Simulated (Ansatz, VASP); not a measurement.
Two plane-wave programs on AgBr

```
CELL_PARAMETERS angstrom
0.00000 2.92644 2.92644
2.92644 0.00000 2.92644
2.92644 2.92644 0.00000
ATOMIC_POSITIONS crystal
Ag 0.00000 0.00000 0.00000
Br 0.50000 0.50000 0.50000
```

Change from the starting cell: volume scaled by 1.06.

Alike in both runs: task single point; functional PBE; k mesh 8 × 8 × 8; occupations fermi-dirac, width 0.05 eV; no spin polarisation.

```csv
,VASP,Ansatz
version,VASP 6.6.1,Ansatz 0.2.0
potentials or method,"VASP PAW PBE potentials, release 64 (Ag, Br)",Ansatz PAW
plane-wave cutoff (eV),520,420
valence electrons in the cell,18,26
```

|  | VASP | Ansatz | Ansatz less VASP |
| --- | --- | --- | --- |
| gap on the k mesh at the Fermi level (eV) | 0.69 | 0.69 | +0.001 |
| least direct gap on the mesh (eV) | 2.42 | 2.42 | +0.001 |
| pressure (GPa) | -0.3 | -0.2 | +0.05 |

The two sets of potentials don't hold the same shells in valence.

A k mesh can miss the band edges.
